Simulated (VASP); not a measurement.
A run of VASP 6.6.1 is set up as follows.

Contents of INCAR:

```
ALGO     = Fast           # electronic algorithm
EDIFF    = 1E-6           # SCF threshold, eV
ENCUT    = 520            # plane-wave cutoff, eV
ISIF     = 2              # what is computed and relaxed
ISMEAR   = -1             # smearing method
LASPH    = True           # aspherical terms in the spheres
LCHARG   = False          # write CHGCAR
LREAL    = False          # projectors in reciprocal space
LWAVE    = False          # write WAVECAR
NBANDS   = 10             # bands
NELM     = 60             # most SCF steps
PREC     = Accurate       # precision mode
SIGMA    = 0.13605693000000002 # smearing width, eV
```

The input KPOINTS:

```
k-points
0
Gamma
  15 15 15
```

The input POSCAR:

```
Re
1.0
   -1.5344968589      1.5344968589      1.5344968589
    1.5344968589     -1.5344968589      1.5344968589
    1.5344968589      1.5344968589     -1.5344968589
Re
1
Direct
    0.0000000000      0.0000000000      0.0000000000
```

Potentials or basis: VASP PAW LDA potentials, release 64 (Re).

Command:

```bash
$ cat potpaw_LDA.64/Re/POTCAR > POTCAR
$ mpirun -np 1 vasp_std > vasp.out
```

Q: What does it give for the pressure?

A: 2.4 GPa.

Q: Predict the band gap on the k mesh.

A: None (metal or under the smearing width).

Spin-orbit coupling is left out, which matters for the levels of Re.
